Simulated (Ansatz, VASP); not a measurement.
**Mo in VASP and in Ansatz**

```xyz
1
Lattice="2.8176 0.0000 0.0000 -1.4088 2.4401 0.0000 0.0000 0.0000 2.5935" Properties=species:S:1:pos:R:3 pbc="T T T"
Mo    0.0000    0.0000    1.2968
```

Change from the starting cell: strain +0.030 along x and y, +0.015 along z, atoms carried along.

Alike in both runs: task single point; functional PBEsol; k mesh 18 × 18 × 18; occupations gaussian, width 0.15 eV; no spin polarisation.

|  | VASP | Ansatz |
| --- | --- | --- |
| version | VASP 6.6.1 | Ansatz 0.2.0 |
| potentials or method | VASP PAW PBE potentials, release 64 (Mo_sv) | scalar-relativistic, plane waves, PAW |
| plane-wave cutoff (eV) | 520 | 420 |
| valence electrons in the cell | 14 | 14 |

```tsv
	VASP	Ansatz	Ansatz less VASP
gap on the k mesh at the Fermi level (eV)	none	none	-
pressure (GPa)	-16.8	-17.2	-0.36
largest component of the traceless stress (GPa)	1.60	1.69	+0.087
```

A gap of «none» marks a metal or a gap that the smearing closes. The functional is the same, so the differences come from potentials, cutoffs and numerics.

Caveats: so large a pressure means that the cell lies far from this level's equilibrium, or that cutoff or potentials fall short (VASP); the potentials were made for another functional, which shifts forces and pressure (VASP).
